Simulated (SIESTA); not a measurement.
SnO:

```
CELL_PARAMETERS angstrom
3.81370 0.00000 0.00000
0.00000 3.81370 0.00000
0.00000 0.00000 4.88691
ATOMIC_POSITIONS crystal
Sn 0.50000 0.00000 0.76463
Sn 0.00000 0.50000 0.23537
O 0.00000 0.00000 0.00000
O 0.50000 0.50000 0.00000
```

The cell is a database's computed one.

Base run:

| Item | Value |
| --- | --- |
| Program | SIESTA 5.4.2 |
| Functional | vdW-DF2 |
| Potentials or basis | PseudoDojo 0.4 standard (PBE files) |
| Basis | DZP (energy shift 0.003 Ry; two zetas on semicore shells) |
| Grid cutoff | 800 Ry |
| Energy shift | 0.003 Ry |
| k mesh | 7 × 7 × 6 |
| Occupations | fermi-dirac, width 0.05 eV |
| Spin | no spin polarisation |

Its results: band gap on the k mesh 0.65 eV, indirect (least direct gap 2.20 eV); pressure 14.6 GPa; largest force 1.528 eV/Å.

Problem. The run is repeated on the same cell with these changes: functional from vdW-DF2 to VV10. What comes out?

Solution. Band gap on the k mesh 0.42 eV, indirect (least direct gap 1.98 eV); pressure 8.3 GPa; largest force 1.234 eV/Å.

Caveats: the potentials were made for another functional, which shifts forces and pressure; spin-orbit coupling is left out, which moves the levels of the heavy elements; an odd mesh through Γ misses points on the zone boundary, where band edges often lie; the basis of atomic orbitals isn't converged, which shifts pressures, moduli and gaps; the non-local part is tabulated coarsely and may be off by about a percent (some runs).
